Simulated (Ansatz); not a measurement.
## Convergence of FeCo₃ with the k-point mesh

Level of theory: Ansatz 0.2.0, DFT r2SCAN, scalar-relativistic, plane waves, PAW.

```
Fe Co
1.0
     3.57215   -0.02753   -0.01812
    -0.02753    3.56895   -0.02325
    -0.01812   -0.02325    3.50755
Fe Co
1 3
Direct
  0.02607 0.03260 0.95222
  0.45795 0.48838 0.94867
  0.50974 0.95252 0.51855
  0.01070 0.44781 0.49905
```

* plane-wave cutoff: 500 eV
* occupation rule: Gaussian smearing, 0.1 eV
* list of starting moments (μB, in atom order): 3.21 2.09 2.09 2.09
* check for lower electronic states after the SCF: asked for but not made

The atoms are held and the k-point mesh is swept. Energies are extrapolated to zero smearing and count from the reference run, 8×8×8. The cell was strained and its atoms displaced at random, so that forces don't vanish. The meshes are Γ-centred. Pressure is positive in compression.

Times are rough; the reference took 3.1 min on 1 thread of AMD EPYC 9R45 96-Core Processor (Zen 5), with other jobs on the host, peak memory 1.2 GiB.

Question: Tried: 1×1×1, 2×2×2, 4×4×4, 6×6×6, 8×8×8. From which k-point mesh on does the energy per atom stay within 100, 10 and 1 meV of the reference?

Answer: 4×4×4 for 100 meV, 4×4×4 for 10 meV, none but the reference for 1 meV. The reference itself isn't shown to be converged. At 4×4×4, where the energy is within 10 meV, force components still miss by up to 0.091 eV/Å, where the largest force is 3.435 eV/Å.

| mesh | ΔE (meV/atom) | P (GPa) | largest change of a force component (eV/Å) | cell moment (μB) | irreducible points | wall time (s) |
| --- | --- | --- | --- | --- | --- | --- |
| 1×1×1 | 622 | 17.69 | 3.413 | 7.00 | 1 | 10 |
| 2×2×2 | 121 | 6.15 | 0.616 | 7.44 | 8 | 14 |
| 4×4×4 | -2.32 | 8.08 | 0.091 | 7.95 | 36 | 28 |
| 6×6×6 | -1.57 | 9.27 | 0.008 | 8.10 | 112 | 78 |
| 8×8×8 | 0.00 | 9.17 | 0.000 | 8.08 | 260 | 180 |

The check for lower electronic states wasn't made in the runs 1×1×1, 2×2×2, 4×4×4, 6×6×6, 8×8×8. Moments started parallel; other magnetic orders weren't tried and can lie lower.